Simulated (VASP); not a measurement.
# Rb (Fm-3m) in VASP: further runs, part 2 of 3

VASP 6.6.1. Earlier steps stand in the parts before.

### 4 Relaxation of cell and atoms, PBE+D3(BJ)

File INCAR:

```
  PREC = Accurate
  ENCUT = 600
  EDIFF = 1E-7
  ISMEAR = 0
  SIGMA = 0.1
  LREAL = False
  LASPH = True
  NELM = 100
  ALGO = Normal
  ISIF = 3
  LWAVE = False
  LCHARG = False
  GGA = PE
  IVDW = 12
  IBRION = 2
  NSW = 100
  EDIFFG = -0.005
```

File KPOINTS:

```
Automatic mesh
0
Gamma
  10 10 10
```

File POSCAR:

```
Rb
1.0
    0.0000000000      3.5065327232      3.5065327232
    3.5065327232      0.0000000000      3.5065327232
    3.5065327232      3.5065327232      0.0000000000
Rb
1
Direct
    0.0000000000      0.0000000000      0.0000000000
```

Potentials or basis: VASP PAW PBE potentials, release 64 (Rb_sv).

Run with:

```sh
$ cat potpaw_PBE.64/Rb_sv/POTCAR > POTCAR
$ mpirun -np 1 vasp_std > vasp.out
```

OUTCAR:

```text
PREC = Accurate
   ENCUT = 600
   EDIFF = 1E-7
   ISMEAR = 0
   LREAL = False
   LASPH = True
   NELM = 100
   ISIF = 3
   GGA = PE
   IVDW = 12
   IBRION = 2
   NSW = 100
   EDIFFG = -0.005
 IVDW          = 12

 ion  position               nearest neighbor table
   1  0.000  0.000  0.000-

  LATTYP: Found a face centered cubic cell.
 ALAT       =     7.0130654464

  Lattice vectors:

 A1 = (   0.0000000000,   3.5065327232,   3.5065327232)
[... 446 lines left out ...]
      8       4.2877      0.00000

 [... further k-points ...]

------------------------ aborting loop because EDIFF is reached ----------------------------------------

 Edisp (eV)   -0.10679

 E8    (eV) :    -0.0611

  FORCE on cell =-STRESS in cart. coord.  units (eV):
  Direction    XX          YY          ZZ          XY          YZ          ZX
  --------------------------------------------------------------------------------------
  -------------------------------------------------------------------------------------
  Total      -0.00422    -0.00422    -0.00422     0.00000     0.00000    -0.00000
  in kB      -0.07842    -0.07842    -0.07842     0.00000     0.00000    -0.00000
  external pressure =       -0.08 kB  Pullay stress =        0.00 kB

 VOLUME and BASIS-vectors are now :
 -----------------------------------------------------------------------------
  energy-cutoff  :      600.00
  volume of cell :       86.23
      direct lattice vectors                 reciprocal lattice vectors
     0.000000000  3.506532723  3.506532723    -0.142590998  0.142590998  0.142590998
     3.506532723  0.000000000  3.506532723     0.142590998 -0.142590998  0.142590998
     3.506532723  3.506532723  0.000000000     0.142590998  0.142590998 -0.142590998

 POSITION                                       TOTAL-FORCE (eV/Angst)
 -----------------------------------------------------------------------------------
      0.00000      0.00000      0.00000         0.000000      0.000000      0.000000
 -----------------------------------------------------------------------------------
    total drift:                               -0.000000      0.000000     -0.000000

  FREE ENERGIE OF THE ION-ELECTRON SYSTEM (eV)
  ---------------------------------------------------
  free  energy   TOTEN  =        -1.0428401125 eV

  energy  without entropy=       -1.0377966003  energy(sigma->0) =       -1.04031836

 reached required accuracy - stopping structural energy minimisation
```

OSZICAR:

```text
N       E                     dE             d eps       ncg     rms          rms(c)
DAV:   1     0.506732757086E+02    0.50673E+02   -0.37095E+03   752   0.942E+02
DAV:   2     0.165410373892E+01   -0.49019E+02   -0.47793E+02   896   0.143E+02
DAV:   3    -0.837113038961E+00   -0.24912E+01   -0.24884E+01   912   0.405E+01
DAV:   4    -0.934421931980E+00   -0.97309E-01   -0.97269E-01  1272   0.611E+00
DAV:   5    -0.935068357073E+00   -0.64643E-03   -0.64640E-03  1032   0.447E-01    0.132E+00
DAV:   6    -0.935270455051E+00   -0.20210E-03   -0.19010E-03  1240   0.295E-01    0.803E-01
DAV:   7    -0.935951947568E+00   -0.68149E-03   -0.33504E-03   856   0.402E-01    0.478E-02
DAV:   8    -0.936044380395E+00   -0.92433E-04   -0.11061E-04  1040   0.101E-01    0.194E-02
DAV:   9    -0.936055457213E+00   -0.11077E-04   -0.11236E-05  1184   0.324E-02    0.493E-03
DAV:  10    -0.936055053240E+00    0.40397E-06   -0.43827E-06  1160   0.138E-02    0.962E-04
DAV:  11    -0.936055081160E+00   -0.27920E-07   -0.93377E-08   936   0.250E-03
   1 F= -.10428401E+01 E0= -.10403184E+01  d E =-.104284E+01
```

Wall time 21 s (1 thread of Intel Xeon 6975P-C (Granite Rapids), shared host); peak memory 0.25 GiB.

Results:

```
Free energy                : -1.0428 eV
Pressure after relaxing    : 0.0 GPa
Band gap on the k mesh     : none (metal or under the smearing width)
Dispersion energy per atom : -0.107 eV
```

Final structure:
```cif
data_structure
_symmetry_space_group_name_H-M 'P 1'
_symmetry_Int_Tables_number 1
_cell_length_a 4.9590
_cell_length_b 4.9590
_cell_length_c 4.9590
_cell_angle_alpha 60.000
_cell_angle_beta 60.000
_cell_angle_gamma 60.000
_cell_volume 86.23
loop_
_atom_site_label
_atom_site_type_symbol
_atom_site_fract_x
_atom_site_fract_y
_atom_site_fract_z
_atom_site_occupancy
Rb1 Rb 0.00000 0.00000 0.00000 1
```

Caveat: the relaxation stopped at its first step, so nothing moved; pairwise dispersion overbinds metals, which lowers pressure and volume.

### 5 Single point, PBE+D3(BJ)

File INCAR:

```
PREC = Accurate
ENCUT = 520
EDIFF = 1E-7
ISMEAR = 0
SIGMA = 0.1
LREAL = False
LASPH = True
NELM = 100
ALGO = Normal
ISIF = 2
LWAVE = False
LCHARG = False
GGA = PE
IVDW = 12
NBANDS = 10
```

KPOINTS is that of step 4.

POSCAR is that of step 4.

Run with:

```sh
$ cat potpaw_PBE.64/Rb_sv/POTCAR > POTCAR
$ mpirun -np 1 vasp_std > vasp.out
```

Run time: 22 s. Hardware: 1 thread of Intel Xeon 6975P-C (Granite Rapids), shared host; peak memory 0.24 GiB.

Results (log left out):

```yaml
Free_energy: -1.0429 eV
Pressure: 0.0 GPa
Band_gap_on_the_k_mesh: none (metal or under the smearing width)
Dispersion_energy_per_atom: -0.107 eV
```

Levels at points of the mesh, in eV from the Fermi level:
| k point | band 3 | band 4 | band 5 | band 6 | band 7 | band 8 |
| --- | --- | --- | --- | --- | --- | --- |
| (0.00, 0.00, 0.00) | -12.88 | -12.88 | -2.02 | 3.67 | 3.67 | 3.67 |
| (0.50, 0.00, 0.00) | -12.90 | -12.90 | 0.16 | 0.72 | 3.45 | 3.45 |
| (0.50, 0.50, 0.00) | -12.92 | -12.92 | 0.63 | 1.51 | 1.83 | 4.69 |

Caveat: pairwise dispersion overbinds metals, which lowers pressure and volume.

### 6 Relaxation of cell and atoms, PBE+D3(BJ)

This run uses another cell than the first one, of 96.45 Å³/atom, 1.118 times its volume.

File INCAR:

```
PREC = Accurate ; ENCUT = 600
EDIFF = 1E-6 ; ISMEAR = 0
SIGMA = 0.1 ; LREAL = False
LASPH = True ; NELM = 100
ALGO = Fast ; ISIF = 3
LWAVE = False ; LCHARG = False
GGA = PE ; IVDW = 12
IBRION = 2 ; NSW = 100
EDIFFG = -0.005
```

KPOINTS is that of step 5.

File POSCAR:

```
Rb
1.0
    0.0000000000      3.6398846700      3.6398846700
    3.6398846700      0.0000000000      3.6398846700
    3.6398846700      3.6398846700      0.0000000000
Rb
1
Direct
    0.0000000000      0.0000000000      0.0000000000
```

Potentials or basis: VASP PAW PBE potentials, release 64 (Rb_sv).

Run with:

```sh
$ cat potpaw_PBE.64/Rb_sv/POTCAR > POTCAR
$ mpirun -np 1 vasp_std > vasp.out
```

OUTCAR:

```text
PREC = Accurate
   ENCUT = 600
   EDIFF = 1E-6
   ISMEAR = 0
   LREAL = False
   LASPH = True
   NELM = 100
   ISIF = 3
   GGA = PE
   IVDW = 12
   IBRION = 2
   NSW = 100
   EDIFFG = -0.005
 IVDW          = 12

 ion  position               nearest neighbor table
   1  0.000  0.000  0.000-

  LATTYP: Found a face centered cubic cell.
 ALAT       =     7.2797693400

  Lattice vectors:

 A1 = (   0.0000000000,   3.6398846700,   3.6398846700)
 A2 = (   3.6398846700,   0.0000000000,   3.6398846700)
 A3 = (   3.6398846700,   3.6398846700,   0.0000000000)

Analysis of symmetry for initial positions (statically):
=====================================================================
 Subroutine PRICEL returns:
 Original cell was already a primitive cell.

 Routine SETGRP: Setting up the symmetry group for a
 face centered cubic supercell.

 Subroutine GETGRP returns: Found 48 space group operations
 (whereof 48 operations were pure point group operations)
 out of a pool of 48 trial point group operations.

The static configuration has the point symmetry O_h .

Analysis of symmetry for dynamics (positions and initial velocities):
=====================================================================
 Subroutine PRICEL returns:
 Original cell was already a primitive cell.

[... 195 lines left out ...]

 number of electron       9.0000000 magnetization

 E-fermi :  -0.0889     XC(G=0):  -5.3885

 val. band max:       -0.0960320696   @ k =   0.5000   0.3000   0.1000
 cond. band min:       0.0079628712   @ k =   0.4000   0.4000   0.0000
 fundamental gap:      0.1039949408
 Fermi energy:        -0.0889148972

 k-point     1 :       0.0000    0.0000    0.0000
  band No.  band energies     occupation
      1     -28.9731      2.00000
      2     -13.0196      2.00000
      3     -13.0196      2.00000
      4     -13.0196      2.00000
      5      -1.9895      2.00000
      6       3.5052      0.00000
      7       3.5052      0.00000
      8       3.5052      0.00000
[... 324 lines left out ...]
  FREE ENERGIE OF THE ION-ELECTRON SYSTEM (eV)
  ---------------------------------------------------
  free  energy   TOTEN  =        -1.0428231943 eV

  energy  without entropy=       -1.0377786443  energy(sigma->0) =       -1.04030092

[... ionic steps 4 to 18 ...]

--------------------------------------- Ionic step       19  -------------------------------------------

 number of electron       9.0000000 magnetization

------------------------ aborting loop because EDIFF is reached ----------------------------------------
[... 73 lines left out ...]
--------------------------------------- Ionic step       21  -------------------------------------------

 number of electron       9.0000000 magnetization

 Free energy of the ion-electron system (eV)
  ---------------------------------------------------
  ext. energy  EPLUGINS =         0.00000000
  ---------------------------------------------------
  free energy    TOTEN  =        -0.93593620 eV

  energy without entropy =       -0.93089258  energy(sigma->0) =       -0.93341439

 E-fermi :   0.1111     XC(G=0):  -5.6016

 val. band max:        0.1065812407   @ k =   0.5000   0.3000   0.1000
 cond. band min:       0.1995318321   @ k =   0.4000   0.4000   0.0000
 fundamental gap:      0.0929505914
 Fermi energy:         0.1111422270

 k-point     1 :       0.0000    0.0000    0.0000
  band No.  band energies     occupation
      1     -28.7299      2.00000
      2     -12.7674      2.00000
      3     -12.7674      2.00000
      4     -12.7674      2.00000
      5      -1.9071      2.00000
      6       3.7817      0.00000
      7       3.7817      0.00000
      8       3.7817      0.00000
[... 285 lines left out ...]
  FREE ENERGIE OF THE ION-ELECTRON SYSTEM (eV)
  ---------------------------------------------------
  free  energy   TOTEN  =        -1.0429126509 eV

  energy  without entropy=       -1.0378690359  energy(sigma->0) =       -1.04039084

 reached required accuracy - stopping structural energy minimisation
```

OSZICAR:

```text
N       E                     dE             d eps       ncg     rms          rms(c)
DAV:   1     0.508545900126E+02    0.50855E+02   -0.35011E+03   752   0.899E+02
DAV:   2     0.228598801853E+01   -0.48569E+02   -0.48131E+02   848   0.142E+02
DAV:   3    -0.843810617234E+00   -0.31298E+01   -0.31288E+01   920   0.427E+01
[... 128 lines left out ...]
DAV:   1    -0.936034780482E+00    0.37921E-04   -0.24158E-03   752   0.370E-01    0.456E-02
RMM:   2    -0.935956281774E+00    0.78499E-04   -0.13649E-04   752   0.104E-01    0.219E-02
RMM:   3    -0.935933199308E+00    0.23082E-04   -0.10266E-04   783   0.809E-02    0.500E-03
RMM:   4    -0.935935479480E+00   -0.22802E-05   -0.10193E-05   717   0.210E-02    0.986E-04
RMM:   5    -0.935936199038E+00   -0.71956E-06   -0.34391E-06   623   0.996E-03
  21 F= -.10429127E+01 E0= -.10403908E+01  d E =-.114808E-04
```

CONTCAR:

```text
Rb
   1.00000000000000
    -0.0000000000000000    3.5043682875842421    3.5043682875842421
     3.5043682875842421    0.0000000000000000    3.5043682875842421
     3.5043682875842421    3.5043682875842421    0.0000000000000000
  Rb
     1
Direct
     1.0000000000000000    0.0000000000000000    0.0000000000000000

  0.00000000E+00  0.00000000E+00  0.00000000E+00
```

It took 3.4 min on 1 thread of Intel Xeon 6975P-C (Granite Rapids), shared host; peak memory 0.3 GiB.

Results:

```yaml
Free_energy: -1.0429 eV
Relaxed_volume: 86.07 Å³/atom
Relaxed_cell: a = 4.956 Å, b = 4.956 Å, c = 4.956 Å, α = 60.00°, β = 60.00°, γ = 60.00°
Space_group_after_relaxing_to_0.05_Å: Fm-3m (No. 225)
Energy_gained_by_relaxing: 10.4 meV/atom
Ionic_steps: 21
Pressure_after_relaxing: 0.0 GPa
Band_gap_on_the_k_mesh: none (metal or under the smearing width)
Dispersion_energy_per_atom: -0.107 eV
```

Step by step:
| step | energy change (eV) | largest force (eV/Å) | pressure (GPa) | volume (Å³) |
| --- | --- | --- | --- | --- |
| 1 | 0.0000 | 0.0000 | -0.30 | 96.45 |
| 2 | -0.0041 | 0.0000 | -0.25 | 93.99 |
| 3 | -0.0103 | 0.0000 | -0.03 | 86.86 |
| 4 | -0.0104 | 0.0000 | 0.05 | 86.06 |
| 5 | -0.0104 | 0.0000 | -0.03 | 86.58 |
| 6 | -0.0104 | 0.0000 | -0.01 | 86.32 |
| 7 | -0.0104 | 0.0000 | -0.02 | 86.32 |
| 8 | -0.0104 | 0.0000 | -0.03 | 86.31 |
| 9 | -0.0104 | 0.0000 | -0.01 | 86.31 |
| 10 | -0.0104 | 0.0000 | -0.01 | 86.31 |
| 11 | -0.0104 | 0.0000 | -0.01 | 86.31 |
| 12 | -0.0104 | 0.0000 | -0.01 | 86.31 |
| 13 | -0.0104 | 0.0000 | -0.01 | 86.31 |
| 14 | -0.0104 | 0.0000 | -0.01 | 86.31 |
| 15 | -0.0104 | 0.0000 | -0.02 | 86.30 |
| 16 | -0.0104 | 0.0000 | -0.02 | 86.30 |
| 17 | -0.0104 | 0.0000 | -0.02 | 86.29 |
| 18 | -0.0104 | 0.0000 | -0.01 | 86.28 |
| 19 | -0.0104 | 0.0000 | -0.01 | 86.25 |
| 20 | -0.0104 | 0.0000 | -0.01 | 86.19 |
| 21 | -0.0104 | 0.0000 | 0.00 | 86.07 |

Final structure:
```cif
data_structure
_symmetry_space_group_name_H-M 'P 1'
_symmetry_Int_Tables_number 1
_cell_length_a 4.9559
_cell_length_b 4.9559
_cell_length_c 4.9559
_cell_angle_alpha 60.000
_cell_angle_beta 60.000
_cell_angle_gamma 60.000
_cell_volume 86.07
loop_
_atom_site_label
_atom_site_type_symbol
_atom_site_fract_x
_atom_site_fract_y
_atom_site_fract_z
_atom_site_occupancy
Rb1 Rb 0.00000 0.00000 0.00000 1
```

Caveat: pairwise dispersion overbinds metals, which lowers pressure and volume.

[end of part 2 of 3]
